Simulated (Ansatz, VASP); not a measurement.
One calculation of Al, two programs

File INCAR:

```
  PREC = Accurate
  ENCUT = 520
  EDIFF = 1E-6
  ISMEAR = 0
  SIGMA = 0.1
  LREAL = F
  LASPH = T
  NELM = 100
  ALGO = Fast
  ISIF = 2
  LWAVE = F
  LCHARG = T
  GGA = PE
  IVDW = 12
  LELF = T
  LVHAR = T
  NBANDS = 14
```

Contents of KPOINTS:

```
regular mesh
0
Gamma
  21 21 6
```

POSCAR

```
Al
1.0
    2.8147782361      0.0000000000      0.0000000000
   -1.4073891181      2.4376694585      0.0000000000
    0.0000000000      0.0000000000      9.3342141975
Al
4
Direct
    0.0000000000      0.0000000000      0.0000000000
    0.3333333333      0.6666666667      0.2500000000
    0.0000000000      0.0000000000      0.5000000000
    0.6666666667      0.3333333333      0.7500000000
```

Input for Ansatz:

```yaml
crystal:
  lattice:
    - [2.8147782361, 0.0, 0.0]
    - [-1.4073891181, 2.4376694585, 0.0]
    - [0.0, 0.0, 9.3342141975]
  atoms:
    - { symbol: Al, position: [0.0, 0.0, 0.0] }
    - { symbol: Al, position: [0.3333333333, 0.6666666667, 0.25] }
    - { symbol: Al, position: [0.0, 0.0, 0.5] }
    - { symbol: Al, position: [0.6666666667, 0.3333333333, 0.75] }
basis:
  ecutwfc: 420
kpoints:
  mp_grid: { grid: [21, 21, 6] }
hamiltonian:
  xc: pbe
  dispersion: d3bj
scf:
  occupations: { method: gaussian, width: 0.1 }
output:
  forces: true
  stress: true
  eigenvalues: true
```

Change from the starting cell: strain along c alone, the other axes held, atoms relaxed: +1.0 %.

Alike in both runs: task single point; functional PBE; dispersion D3(BJ); k mesh 21 × 21 × 6; occupations gaussian, width 0.1 eV; no spin polarisation.

|  | VASP | Ansatz |
| --- | --- | --- |
| version | VASP 6.6.1 | Ansatz 0.2.0 |
| potentials or method | VASP PAW PBE potentials, release 64 (Al) | scalar-relativistic, plane waves, PAW |
| plane-wave cutoff (eV) | 520 | 420 |
| valence electrons in the cell | 12 | 12 |

```tsv
	VASP	Ansatz	Ansatz less VASP
gap on the k mesh at the Fermi level (eV)	none	none	-
pressure (GPa)	-0.9	-0.8	+0.03
largest component of the traceless stress (GPa)	0.38	0.38	+0.006
```

A gap of «none» marks a metal or a gap that the smearing closes.

Caveats: pairwise dispersion overbinds metals, which lowers pressure and volume.
